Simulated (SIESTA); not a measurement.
Runs of SIESTA 5.4.2 on Y. It takes space group Fm-3m (No. 225, cubic). The conventional cell has a = 5.104 Å, b = 5.104 Å, c = 5.104 Å, α = 90.00°, β = 90.00°, γ = 90.00°. Y (site symmetry m-3m) has 12 Y at 3.61 Å as nearest neighbours. This isn't the form of Y at room conditions, which is hcp.

```csv
potentials or basis,gap on the mesh (eV),pressure (GPa),relaxed volume (Å³/atom)
"SPMS 1.0 (PBE files) or PseudoDojo by element, DZP (energy shift 0.003 Ry; two zetas on semicore shells)",none,0.0,32.11
"SG15 1.2 (PBE files) or PseudoDojo by element, DZP (energy shift 0.003 Ry; two zetas on semicore shells)",none,0.0,(a)
"PseudoDojo 0.4 stringent (PBE files), DZP (energy shift 0.003 Ry; two zetas on semicore shells)",none,0.1,32.54
"PseudoDojo 0.4 standard (PBE files), DZP (energy shift 0.003 Ry; two zetas on semicore shells)",none,0.1,32.54
"Ansatz (PBE files), DZP (energy shift 0.003 Ry; two zetas on semicore shells)",none,0.1,-
"PseudoDojo 0.5 standard (PBE files), DZP (energy shift 0.003 Ry; two zetas on semicore shells)",none,0.1,32.54
```

Alike in all rows: task relaxation of cell and atoms; level PBE; no spin polarisation; cell relaxed; k mesh 9 × 9 × 9; smearing fermi-dirac 0.05 eV; grid cutoff 800 Ry; energy shift 0.003 Ry.

Estimate the missing entries.

(a) 32.01.

Caveats: the basis of atomic orbitals isn't converged, which shifts pressures, moduli and gaps; short orbitals over semicore shells can move pressures by several GPa (some runs); the relaxation stopped at its first step, so nothing moved (some runs).

A k mesh can miss the band edges, and the runs leave out spin-orbit coupling on Y.

A gap of «none» marks a metal or a gap under the smearing width.
